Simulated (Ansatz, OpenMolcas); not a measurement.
# C4H6 (SMILES C1C2CC12): from total energies to a heat of formation

C4H6 has 10 atoms, charge 0, and is taken as a singlet. SMILES: `C1C2CC12`. The shape is that of a PBE0-D4/def2-TZVP optimisation.

Total energies at B3LYP/6-31G* (Cartesian functions) (OpenMolcas 26.06); the atoms run unrestricted:

| species | state | energy (Eh) |
| --- | --- | --- |
| C4H6 | singlet | -155.947629 |
| C | triplet | -37.846280 |
| H | doublet | -0.500273 |

Harmonic wavenumbers at PBE0-D4/def2-TZVP, in cm⁻¹: 432, 704, 772, 869, 906, 936, 950, 1011, 1080, 1109, 1116, 1132, 1179, 1180, 1318, 1332, 1485, 1529, 3075, 3080, 3184, 3186, 3256, 3270.

Measured heats of formation of the gaseous atoms at 298.15 K, in kJ/mol: C 716.9, H 218.0. Spin-orbit lowering of the atoms at 298 K (mean of the ground term's levels less their thermal mean, from spectra), in kJ/mol: C 0.02. Take 1 Eh = 2625.50 kJ/mol, 1 cm⁻¹ = 0.0119627 kJ/mol, RT = 2.479 kJ/mol.

Q: What heat of formation follows?

A: 
1. Electronic atomisation energy: 4 × (-37.846280) + 6 × (-0.500273) − (-155.947629) = 1.560871 Eh = 4098.1 kJ/mol.
2. Zero-point energy: half the sum of the wavenumbers, 19045.5 cm⁻¹ = 227.8 kJ/mol.
3. Thermal vibrational enthalpy, Σ hcν̃/(exp(hcν̃/kT) − 1): 2.3 kJ/mol. Translation, rotation and pV of a non-linear molecule: 4 RT = 9.9 kJ/mol.
4. The 10 free atoms carry 5/2 RT each: 62.0 kJ/mol.
5. Spin-orbit coupling lowers the free atoms by 4 × 0.02 = 0.1 kJ/mol.
6. Atomisation enthalpy at 298 K: 4098.1 − 0.1 − 227.8 − 2.3 − 9.9 + 62.0 = 3920.0 kJ/mol.
7. Sum of the atoms' heats of formation: 4175.6 kJ/mol. Heat of formation: 4175.6 − 3920.0 = +255.6 kJ/mol.

No measured value is set beside it here. Anharmonicity and any spin-orbit splitting of the molecule are left out.
